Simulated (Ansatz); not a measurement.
# SiO2: properties at the relaxed cell

An exercise on one series of results from a longer session: the logs are not shown, and one member is left open.

Computed with Ansatz 0.2.0 (DFT LDA, scalar-relativistic, plane waves, PAW, unless a step's input says otherwise).

### Starting point

Symmetry: P6_322, No. 182, hexagonal system. The conventional cell has a = 5.015 Å, b = 5.015 Å, c = 8.539 Å, α = 90.00°, β = 90.00°, γ = 120.00°. Si (site symmetry 3) has 4 O at 1.60 to 1.61 Å as nearest neighbours. O (site symmetry 2) has 2 Si at 1.61 Å as nearest neighbours. O (site symmetry 32) has 2 Si at 1.60 Å as nearest neighbours.

As a file:

```
CELL_PARAMETERS angstrom
5.01501 0.00000 0.00000
-2.50750 4.34312 0.00000
0.00000 0.00000 8.53944
ATOMIC_POSITIONS crystal
Si 0.66667 0.33333 0.93705
Si 0.66667 0.33333 0.56295
Si 0.33333 0.66667 0.06295
Si 0.33333 0.66667 0.43705
O 0.00000 0.41206 0.00000
O 0.41206 0.41206 0.50000
O 0.58794 0.00000 0.50000
O 0.58794 0.58794 0.00000
O 0.00000 0.58794 0.50000
O 0.66667 0.33333 0.75000
O 0.33333 0.66667 0.25000
O 0.41206 0.00000 0.00000
```

It goes back to an entry of the Materials Project, which need not be the stable form.

This cell was relaxed beforehand with the same method: volume 15.50 Å³/atom, gap on the mesh 5.42 eV.

The first run:

input.yaml reads:

```yaml
crystal:
  lattice:
    - [4.9643450896, 0.0, 0.0]
    - [-2.4821725448, 4.2992489608, 0.0]
    - [0.0, 0.0, 8.4531775078]
  atoms:
    - { symbol: Si, position: [0.6666666667, 0.3333333333, 0.9370470953] }
    - { symbol: Si, position: [0.6666666667, 0.3333333333, 0.5629529047] }
    - { symbol: Si, position: [0.3333333333, 0.6666666667, 0.0629529047] }
    - { symbol: Si, position: [0.3333333333, 0.6666666667, 0.4370470953] }
    - { symbol: O, position: [0.0, 0.4120636141, 0.0] }
    - { symbol: O, position: [0.4120636141, 0.4120636141, 0.5] }
    - { symbol: O, position: [0.5879363859, 0.0, 0.5] }
    - { symbol: O, position: [0.5879363859, 0.5879363859, 0.0] }
    - { symbol: O, position: [0.0, 0.5879363859, 0.5] }
    - { symbol: O, position: [0.6666666667, 0.3333333333, 0.75] }
    - { symbol: O, position: [0.3333333333, 0.6666666667, 0.25] }
    - { symbol: O, position: [0.4120636141, 0.0, 0.0] }
basis:
  ecutwfc: 420
kpoints:
  mp_grid: { grid: [6, 6, 4] }
hamiltonian:
  xc: lda
scf:
  occupations: { method: gaussian, width: 0.02 }
output:
  forces: true
  stress: true
  eigenvalues: true
relax:
  adjacent_minimum: "off"
  f_tol: 0.01
  max_steps: 30
  cell: { stress_tol: 0.1, fix: [volume] }
```

Run with:

```bash
ansatz run input.yaml --threads 2 --pin off --max-ram 5120MiB --backend cpu --events-out ev --progress --plain --runs-dir out
```

Steps of the session up to this table: Volume × 0.97; The cell scaled to 1.03 of its volume; Point at V/V0 = 0.94; The cell scaled to 1.06 of its volume; Point at V/V0 = 0.91; The cell scaled to 1.10 of its volume; Point at V/V0 = 0.88.

One of the session's tables, all rows but one given; the rest of the session is left out.

It belongs to the step «Equation of state». 

| volume (Å³/atom) | energy above the lowest point (meV/atom) | pressure (GPa) | gap on the mesh (eV) |
| --- | --- | --- | --- |
| 13.640 | 24.8 | 5.16 | 5.54 |
| 14.105 | 12.6 | 3.35 | 5.51 |
| 14.570 | 5.1 | 1.93 | 5.47 |
| 15.035 | ? | ? | ? |
| 15.500 | 0.0 | -0.03 | 5.42 |
| 15.965 | 1.2 | -0.89 | 5.39 |
| 16.430 | 4.5 | -1.64 | 5.36 |
| 17.050 | 12.2 | -2.83 | 5.28 |

Q: Estimate the row for volume (Å³/atom) = 15.035 from the others.

Worked estimate for «energy above the lowest point (meV/atom)». A straight line through the neighbours (14.570, 5.1) and (15.500, 0.0) gives 5.1 + (0.0 − 5.1) × (15.035 − 14.570) / (15.500 − 14.570) = 2.5; a parabola fitted to 4 rows on both sides gives 1.1.

**Answer.** energy above the lowest point (meV/atom): 1.1; pressure (GPa): 0.85; gap on the mesh (eV): 5.44. In «energy above the lowest point (meV/atom)» the line misses by +1.4 and the parabola by 0.0.
